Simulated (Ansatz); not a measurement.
**BAs: equation of state with revPBE+D3(BJ)**

**The experiment to reproduce.**

“Basic Physical Properties of Cubic Boron Arsenide”, 2019, arxiv:1911.11281 quotes, for a bulk crystal of BAs: bulk modulus 148 GPa.

Crystal: BAs.

```xyz
2
Lattice="0.0000 2.3885 2.3885 2.3885 0.0000 2.3885 2.3885 2.3885 0.0000" Properties=species:S:1:pos:R:3 pbc="T T T"
As    3.5827    3.5827    3.5827
B     0.0000    0.0000    0.0000
```

* Program: Ansatz 0.2.0
* Task: equation of state
* Functional: revPBE
* Dispersion: D3(BJ)
* Potentials or basis: Ansatz PAW
* Cutoff: 420 eV
* Density cutoff: 1680 eV
* k mesh: 10 × 10 × 10
* Occupations: fermi-dirac, width 0.05 eV
* Spin: no spin polarisation

```
Equilibrium volume                      : 13.33 Å³/atom
Bulk modulus                            : 142 GPa
Pressure derivative of the bulk modulus : 4.3
```

Energy against volume, from the lowest point:
| volume (Å³/atom) | energy (meV/atom) |
| --- | --- |
| 12.809 | 9.76 |
| 13.081 | 2.13 |
| 13.354 | 0.00 |
| 13.626 | 2.75 |
| 13.899 | 9.93 |
| 14.171 | 21.08 |
| 14.444 | 35.78 |

All runs of the series together: 9.7 s on 2 threads of AMD EPYC 7R43 64-Core Processor (Zen 3) (shared host).

Measured bulk modulus of BAs: 148 GPa (quoted in “Basic Physical Properties of Cubic Boron Arsenide”, 2019, arxiv:1911.11281). This calculation gives 142 GPa (-3.8 %). The fit is for a static lattice scaled at fixed shape and fixed fractional positions.

Caveat: the potentials were made for another functional, which shifts forces and pressure.
